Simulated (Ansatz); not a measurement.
Set up this calculation in Ansatz 0.2.0, as the native input.

```yaml
Task: relaxation of cell and atoms
Functional: RPBE
Potentials_or_basis: Ansatz PAW
Cutoff: "420 eV (not typed: the program's choice for these potentials)"
k_mesh: 7 × 7 × 7
Occupations: fermi-dirac, width 0.05 eV
Spin: no spin polarisation
```

Crystal: HgTe (Coloradoite).

```
Hg Te
1.0
     0.00000    3.21450    3.21450
     3.21450    0.00000    3.21450
     3.21450    3.21450    0.00000
Hg Te
1 1
Direct
  0.00000 0.00000 0.00000
  0.75000 0.75000 0.75000
```

These files were run (other wordings do the same):

input.yaml

```yaml
crystal:
  lattice:
    - [0.0, 3.2145, 3.2145]
    - [3.2145, 0.0, 3.2145]
    - [3.2145, 3.2145, 0.0]
  atoms:
    - { symbol: Hg, position: [0.0, 0.0, 0.0] }
    - { symbol: Te, position: [0.75, 0.75, 0.75] }
hamiltonian:
  xc: rpbe
  pseudopotentials: { kind: paw }
kpoints:
  mp_grid: { grid: [7, 7, 7] }
scf:
  occupations: { method: fermi_dirac, width: 0.05 }
output:
  forces: true
  stress: true
relax:
  f_tol: 0.01
  max_steps: 40
  cell: { stress_tol: 0.05 }
```

Potentials or basis: Ansatz PAW.

Launch:

```console
$ ansatz run input.yaml --threads 2 --pin off --max-ram 5632MiB --backend cpu --events-out ev --progress --plain --runs-dir out
```

It gave:

| Property | Result |
| --- | --- |
| Relaxed volume | 38.59 Å³/atom |
| Relaxed cell | a = 4.779 Å, b = 4.779 Å, c = 4.779 Å, α = 60.00°, β = 60.00°, γ = 60.00° |
| Space group after relaxing (to 0.05 Å) | F-43m (No. 216) |
| Energy gained by relaxing | 90.3 meV/atom |
| Ionic steps | 5 |
| Pressure after relaxing | 0.0 GPa |

Caveat: the volume moved by over 15 % at a fixed basis, so the end points are rough; the plane-wave basis is chosen anew once the cell has moved, so the energies of steps on either side of that aren't comparable; the volume moved by +16 % from the deposited cell, more than functionals usually miss; the PAW data sets come from PBE, with cores solved anew for the run's functional, which leaves a small shift of forces and pressure.

Wall time 32 s on 2 threads of Intel(R) Xeon(R) Processor @ 2.50GHz (Skylake/Cascade Lake), on a shared host, peak memory 0.4 GiB.
